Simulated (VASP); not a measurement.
Input of a VASP 6.6.1 run:

Contents of INCAR:

```
PREC = Accurate
ENCUT = 520
EDIFF = 1E-6
ISMEAR = 0
SIGMA = 0.03
LREAL = False
LASPH = True
NELM = 80
ALGO = Normal
ISIF = 2
LWAVE = False
LCHARG = False
METAGGA = R2SCAN
LMIXTAU = True
KPAR = 4
```

Contents of KPOINTS:

```
regular mesh
0
Gamma
  10 10 10
```

Contents of POSCAR:

```
GaAs                                    
1.0
    0.0000000000      2.8313993248      2.8313993248
    2.8313993248      0.0000000000      2.8313993248
    2.8313993248      2.8313993248      0.0000000000
  Ga              As            
     1     1
Direct
     0.0000000000000000    0.0000000000000000    0.0000000000000000
     0.2500000000000000    0.2500000000000000    0.2500000000000000
```

File KPOINTS_OPT:

```
explicit points
202
Reciprocal
 0.0000000000  0.0000000000  0.0000000000 1
 0.0555555556  0.0000000000  0.0555555556 1
 0.1111111111  0.0000000000  0.1111111111 1
 0.1666666667  0.0000000000  0.1666666667 1
 0.2222222222  0.0000000000  0.2222222222 1
 0.2777777778  0.0000000000  0.2777777778 1
[... 194 lines left out ...]
 0.5111346300  0.0222692700  0.5111346300 1
 0.4888653700 -0.0222692700  0.4888653700 1
```

Potentials or basis: VASP PAW PBE potentials, release 64 (Ga_d, As).

The run is started by

```bash
$ cat potpaw_PBE.64/Ga_d/POTCAR potpaw_PBE.64/As/POTCAR > POTCAR
$ mpirun -np 4 vasp_std > vasp.out
```

(1) What does it give for the pressure?

(2) What does it give for the band gap on the k mesh?

(3) What does it give for the band gap along the path?

Answers

(1) 0.3 GPa.

(2) 0.96 eV, direct.

(3) 0.96 eV, direct.

Caveat: the PAW data sets were made with another functional, which shifts forces and pressure a little.

**Measured values to compare with.**

From “Evidence of valence band perturbations in GaAsN/GaAs(001): A combined variable-angle spectroscopic ellipsometry and modulated photoreflectance investigation”, 2008, arxiv:0805.2212, for a bulk crystal of GaAs at 300 K: band gap 1.418 ± 0.005 eV (direct).

Measured gap of GaAs: 1.418 eV (direct; 300 K; “Evidence of valence band perturbations in GaAsN/GaAs(001): A combined variable-angle spectroscopic ellipsometry and modulated photoreflectance investigation”, 2008, arxiv:0805.2212). This calculation gives 0.96 eV (-0.46 eV). 3 values of this kind are on record (1.412 to 1.51 eV); this one was drawn at random among those near their median, those with a stated uncertainty first. Spin-orbit coupling on As, Ga is left out. The value is that of r2SCAN, without temperature or zero-point motion.
